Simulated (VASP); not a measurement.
# Si2W (I4/mmm) in VASP: further runs, part 2 of 2

VASP 6.6.1.

## Step 3: Relaxation of cell and atoms, PBE+D3(BJ)

This run uses another cell than the first one, of 13.26 Å³/atom, 0.984 times its volume.

Input file INCAR:

```
SYSTEM = Si2W
PREC = Accurate
ENCUT = 520
EDIFF = 1E-7
ISMEAR = 0
SIGMA = 0.1
LREAL = .FALSE.
LASPH = .TRUE.
NELM = 100
ALGO = Normal
ISIF = 3
LWAVE = .FALSE.
LCHARG = .FALSE.
GGA = PE
IVDW = 12
IBRION = 2
NSW = 80
EDIFFG = -0.002
KPAR = 4
```

Input file KPOINTS:

```
regular mesh
0
G
  18 18 18
  0 0 0
```

Input file POSCAR:

```
Si2W                                    
1.0
   -1.5969546983      1.5969546983      3.8988533235
    1.5969546983     -1.5969546983      3.8988533235
    1.5969546983      1.5969546983     -3.8988533235
  Si              W             
     2     1
Direct
     0.3341079266479445    0.3341079266479445    0.0000000000000000
     0.6658920733520555    0.6658920733520555    0.0000000000000000
     0.0000000000000000    0.0000000000000000    0.0000000000000000
```

Potentials or basis: VASP PAW PBE potentials, release 64 (Si, W_sv).

The run is started by

```
$ cat potpaw_PBE.64/Si/POTCAR potpaw_PBE.64/W_sv/POTCAR > POTCAR
$ mpirun -np 4 vasp_std > vasp.out
```

OUTCAR:

```text
SYSTEM = Si2W
   PREC = Accurate
   ENCUT = 520
   EDIFF = 1E-7
   ISMEAR = 0
   LREAL = .FALSE.
   LASPH = .TRUE.
   NELM = 100
   ISIF = 3
   GGA = PE
   IVDW = 12
   IBRION = 2
   NSW = 80
   EDIFFG = -0.002
 IVDW          = 12

 ion  position               nearest neighbor table
   1  0.334  0.334  0.000-   2 2.59   3 2.60   3 2.60   3 2.60   3 2.60   3 2.61   2 2.61   2 2.61
                             2 2.61   2 2.61
   2  0.666  0.666  0.000-   1 2.59   3 2.60   3 2.60   3 2.60   3 2.60   3 2.61   1 2.61   1 2.61
                             1 2.61   1 2.61
   3  0.000  0.000  0.000-   2 2.60   2 2.60   2 2.60   1 2.60   2 2.60   1 2.60   1 2.60   1 2.60
                             1 2.61   2 2.61

  LATTYP: Found a body centered tetragonal cell.
 ALAT       =     3.1939093966
 C/A-ratio  =     2.4414301343

  Lattice vectors:

 A1 = (  -1.5969546983,   1.5969546983,   3.8988533235)
 A2 = (   1.5969546983,  -1.5969546983,   3.8988533235)
 A3 = (   1.5969546983,   1.5969546983,  -3.8988533235)

Analysis of symmetry for initial positions (statically):
=====================================================================
 Subroutine PRICEL returns:
 Original cell was already a primitive cell.

 Routine SETGRP: Setting up the symmetry group for a
 body centered tetragonal supercell.

 Subroutine GETGRP returns: Found 16 space group operations
 (whereof 16 operations were pure point group operations)
 out of a pool of 16 trial point group operations.

The static configuration has the point symmetry D_4h.

[... 164 lines left out ...]

  energy without entropy =      -24.78670898  energy(sigma->0) =      -24.78715494

------------------------ aborting loop because EDIFF is reached ----------------------------------------

 Edisp (eV)   -1.74644

 E8    (eV) :    -0.7886
[... 73 lines left out ...]
--------------------------------------- Ionic step        3  -------------------------------------------

 number of electron      21.9999999 magnetization

 Free energy of the ion-electron system (eV)
  ---------------------------------------------------
  ext. energy  EPLUGINS =         0.00000000
  ---------------------------------------------------
  free energy    TOTEN  =       -24.78765957 eV

  energy without entropy =      -24.78676731  energy(sigma->0) =      -24.78721344

 E-fermi :  12.2084     XC(G=0): -12.6081

 val. band max:       12.1788279551   @ k =  -0.3889   0.5000   0.3333
 cond. band min:      12.2531368517   @ k =  -0.3889  -0.4444   0.3333
 fundamental gap:      0.0743088966
 Fermi energy:        12.2084425241

 k-point     1 :       0.0000    0.0000    0.0000
  band No.  band energies     occupation
      1     -61.6134      2.00000
      2     -25.8946      2.00000
      3     -25.8593      2.00000
      4     -25.8593      2.00000
      5      -2.0228      2.00000
      6       5.2464      2.00000
      7       8.4526      2.00000
      8       8.8101      2.00000
      9       9.3094      2.00000
     10       9.3094      2.00000
     11      12.8545      0.00000
     12      15.0399      0.00000
     13      15.0537      0.00000
     14      15.3626      0.00000
[... 401 lines left out ...]
      2     -25.9559      2.00000
      3     -25.8859      2.00000
      4     -25.8573      2.00000
      5      -1.1006      2.00000
      6       5.3945      2.00000
      7       6.7429      2.00000
      8       8.5335      2.00000
      9       9.2908      2.00000
     10      10.0352      2.00000
     11      10.7793      2.00000
     12      13.8761      0.00000
     13      14.5433      0.00000
     14      16.6528      0.00000
     15      16.8105      0.00000

 [... further k-points ...]

------------------------ aborting loop because EDIFF is reached ----------------------------------------

 Edisp (eV)   -1.74638

 E8    (eV) :    -0.7886
[... 26 lines left out ...]
  FREE ENERGIE OF THE ION-ELECTRON SYSTEM (eV)
  ---------------------------------------------------
  free  energy   TOTEN  =       -26.5340396077 eV

  energy  without entropy=      -26.5331473388  energy(sigma->0) =      -26.53359347

 reached required accuracy - stopping structural energy minimisation
```

OSZICAR:

```text
N       E                     dE             d eps       ncg     rms          rms(c)
DAV:   1     0.126687230004E+03    0.12669E+03   -0.11253E+04 14400   0.148E+03
DAV:   2    -0.213829164999E+02   -0.14807E+03   -0.14611E+03 16409   0.361E+02
DAV:   3    -0.256053058125E+02   -0.42224E+01   -0.41550E+01 19265   0.520E+01
DAV:   4    -0.256348426885E+02   -0.29537E-01   -0.29517E-01 16388   0.514E+00
[... 17 lines left out ...]
   2 F= -.26534039E+02 E0= -.26533593E+02  d E =0.228458E-06
       N       E                     dE             d eps       ncg     rms          rms(c)
DAV:   1    -0.247876602067E+02    0.63332E-04   -0.20376E-05 16738   0.478E-02    0.704E-03
DAV:   2    -0.247876596535E+02    0.55312E-06   -0.26202E-06 16967   0.133E-02    0.197E-03
DAV:   3    -0.247876595741E+02    0.79449E-07   -0.14694E-07  9783   0.288E-03
   3 F= -.26534040E+02 E0= -.26533593E+02  d E =-.270414E-07
```

It took 97 s on 4 MPI ranks of Intel Xeon Platinum 8488C (Sapphire Rapids), shared host; peak memory 0.44 GiB.

What came out:

| Item | Value |
| --- | --- |
| Free energy | -26.5340 eV |
| Energy gained by relaxing | 0.0 meV/atom |
| Ionic steps | 3 |
| Pressure after relaxing | 0.0 GPa |
| Band gap on the k mesh | none (metal or under the smearing width) |
| Dispersion energy per atom | -0.582 eV |

Final structure:
```cif
data_structure
_symmetry_space_group_name_H-M 'P 1'
_symmetry_Int_Tables_number 1
_cell_length_a 4.5059
_cell_length_b 4.5059
_cell_length_c 4.5059
_cell_angle_alpha 138.485
_cell_angle_beta 138.485
_cell_angle_gamma 60.161
_cell_volume 39.77
loop_
_atom_site_label
_atom_site_type_symbol
_atom_site_fract_x
_atom_site_fract_y
_atom_site_fract_z
_atom_site_occupancy
Si1 Si 0.33411 0.33411 0.00000 1
Si2 Si 0.66589 0.66589 0.00000 1
W1 W 0.00000 0.00000 0.00000 1
```

Caveat: pairwise dispersion overbinds metals, which lowers pressure and volume. The run has no spin-orbit coupling, so splittings on W are missing.

## Step 4: Vibrations by finite differences, PBE+D3(BJ)

This run uses another cell than the first one, of 13.26 Å³/atom, 0.984 times its volume.

Input file INCAR:

```
  ALGO = Normal
  EDIFF = 1E-8
  ENCUT = 520
  GGA = PE
  IBRION = 6
  ISIF = 3
  ISMEAR = 0
  IVDW = 12
  KPAR = 4
  LASPH = True
  LCHARG = False
  LREAL = False
  LWAVE = False
  NELM = 100
  NFREE = 2
  NSW = 1
  POTIM = 0.015
  PREC = Accurate
  SIGMA = 0.1
```

Input file KPOINTS:

```
k-points
0
Gamma
  18 18 18
```

Input file POSCAR:

```
Si2W                                    
1.0
   -1.5969428013      1.5969428013      3.8990391003
    1.5969428013     -1.5969428013      3.8990391003
    1.5969428013      1.5969428013     -3.8990391003
  Si              W             
     2     1
Direct
     0.3341087076361577    0.3341087076361577    0.0000000000000000
     0.6658912923638423    0.6658912923638423    0.0000000000000000
     0.0000000000000000    0.0000000000000000    0.0000000000000000
```

Potentials or basis: VASP PAW PBE potentials, release 64 (Si, W_sv).

The run is started by

```
$ cat potpaw_PBE.64/Si/POTCAR potpaw_PBE.64/W_sv/POTCAR > POTCAR
$ mpirun -np 4 vasp_std > vasp.out
```

OUTCAR:

```text
EDIFF = 1E-8
   ENCUT = 520
   GGA = PE
   IBRION = 6
   ISIF = 3
   ISMEAR = 0
   IVDW = 12
   LASPH = True
   LREAL = False
   NELM = 100
   NFREE = 2
   NSW = 1
   POTIM = 0.015
   PREC = Accurate
 IVDW          = 12

 ion  position               nearest neighbor table
   1  0.334  0.334  0.000-   2 2.59   3 2.60   3 2.60   3 2.60   3 2.60   3 2.61   2 2.61   2 2.61
                             2 2.61   2 2.61
   2  0.666  0.666  0.000-   1 2.59   3 2.60   3 2.60   3 2.60   3 2.60   3 2.61   1 2.61   1 2.61
                             1 2.61   1 2.61
   3  0.000  0.000  0.000-   2 2.60   2 2.60   2 2.60   1 2.60   2 2.60   1 2.60   1 2.60   1 2.60
                             1 2.61   2 2.61

  LATTYP: Found a body centered tetragonal cell.
 ALAT       =     3.1938856026
 C/A-ratio  =     2.4415646554

  Lattice vectors:
[... 897 lines left out ...]
  y     0.00000     0.00000    -0.00000     0.00000     1.89379     0.00000
  z     2.68740     2.68740     2.46521     0.00000     0.00000     0.00000

 INTERNAL STRAIN TENSOR FOR ION    3 for displacements in x,y,z  (eV/Angst):
          X           Y           Z          XY          YZ          ZX
  --------------------------------------------------------------------------------
  x     0.00000     0.00000     0.00000     0.00000     0.00000     0.00000
  y     0.00000     0.00000     0.00000     0.00000     0.00000     0.00000
  z     0.00000     0.00000     0.00000     0.00000     0.00000     0.00000

 Eigenvectors and eigenvalues of the dynamical matrix
 ----------------------------------------------------

   1 f  =   13.722191 THz    86.219068 2PiTHz  457.723016 cm-1    56.750396 meV
             X         Y         Z           dx          dy          dz
      0.000000  0.000000  2.605406     0.000000   -0.000000    0.707107
      0.000000  0.000000  5.192672     0.000000    0.000000   -0.707107
      0.000000  0.000000  0.000000    -0.000000   -0.000000    0.000000
[... 43 lines left out ...]
   9 f/i=    0.000457 THz     0.002869 2PiTHz    0.015228 cm-1     0.001888 meV
             X         Y         Z           dx          dy          dz
      0.000000  0.000000  2.605406     0.019891   -0.341525   -0.000000
      0.000000  0.000000  5.192672     0.019891   -0.341525   -0.000000
      0.000000  0.000000  0.000000     0.050886   -0.873694   -0.000000

--------------------------------------------------------------------------------------------------------

 ELASTIC MODULI CONTR FROM IONIC RELAXATION (kBar)
 Direction    XX          YY          ZZ          XY          YZ          ZX
 --------------------------------------------------------------------------------
 XX         -26.8898    -26.8898    -24.6667      0.0000     -0.0000     -0.0000
 YY         -26.8898    -26.8898    -24.6667      0.0000     -0.0000     -0.0000
 ZZ         -24.6667    -24.6667    -22.6273      0.0000     -0.0000     -0.0000
 XY           0.0000      0.0000      0.0000      0.0000      0.0000      0.0000
 YZ          -0.0000     -0.0000     -0.0000      0.0000    -23.0398      0.0000
 ZX          -0.0000     -0.0000     -0.0000      0.0000      0.0000    -23.0397
 --------------------------------------------------------------------------------

 TOTAL ELASTIC MODULI (kBar)
 Direction    XX          YY          ZZ          XY          YZ          ZX
 --------------------------------------------------------------------------------
 XX        4499.1286   1259.0248    990.4639     -0.0000     -0.0000     -0.0000
 YY        1259.0248   4499.1286    990.4639      0.0000     -0.0000     -0.0000
 ZZ         990.4639    990.4639   5762.6659      0.0000     -0.0000     -0.0000
 XY          -0.0000      0.0000      0.0000   2211.2666      0.0000      0.0000
 YZ          -0.0000     -0.0000     -0.0000      0.0000   2168.3950      0.0000
 ZX          -0.0000     -0.0000     -0.0000      0.0000      0.0000   2168.3951
 --------------------------------------------------------------------------------
```

Run time: 39 min. Hardware: 4 MPI ranks of Intel Xeon Platinum 8488C (Sapphire Rapids), shared host; peak memory 1.5 GiB.

Results:

- Voigt bulk modulus: 236 GPa
- Highest phonon frequency at Γ: 458 cm⁻¹
- Dispersion energy per atom: -0.582 eV

Phonon frequencies in cm⁻¹ (negative: imaginary):
```
              q point                    frequencies
(0.000, 0.000, 0.000)  0 0 0 269 269 316 348 348 458
```

Elastic tensor in Voigt notation (GPa, in the Cartesian axes of the cell as first typed):
```
450 126  99   0   0   0
126 450  99   0   0   0
 99  99 576   0   0   0
  0   0   0 217   0   0
  0   0   0   0 217   0
  0   0   0   0   0 221
```

Clamped-ion elastic tensor (GPa):
```
453 129 102   0   0   0
129 453 102   0   0   0
102 102 579   0   0   0
  0   0   0 219   0   0
  0   0   0   0 219   0
  0   0   0   0   0 221
```

Caveat: elastic constants of metals need much finer meshes, so these are rough; pairwise dispersion overbinds metals, which lowers pressure and volume. Spin-orbit coupling is left out, which matters for the levels of W.
